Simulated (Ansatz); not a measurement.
**NbN: computed properties**

The calculation used Ansatz 0.2.0, DFT PBE, scalar-relativistic, plane waves, PAW.

Settings: cutoff 420 eV, Γ-centred mesh 16×16×16 on the computed 2-atom cell, Gaussian smearing of 0.10 eV; no spin polarisation.

The structure is relaxed at this level of theory with its symmetry kept.

The structure is cubic, space group Fm-3m (No. 225). Conventional cell: a = 4.422 Å, b = 4.422 Å, c = 4.422 Å, α = 90.00°, β = 90.00°, γ = 90.00°. Nb (site symmetry m-3m) is surrounded by 6 N at 2.21 Å. Around N (site symmetry m-3m) lie 6 Nb at 2.21 Å.

```
Volume per atom                                                   : 72.9 bohr³
Formation energy from the elements' standard states (uncorrected) : -0.955 eV/atom
Kohn–Sham band gap                                                : none (metal)
Density of states at the Fermi level                              : 0.92 states/eV per cell
Löwdin character within 0.5 eV of the Fermi level                 : Nb 4d 80 %, N 2p 16 %
Bader charges (e)                                                 : Nb (1 in the cell) 1.76, N (1 in the cell) -1.76
```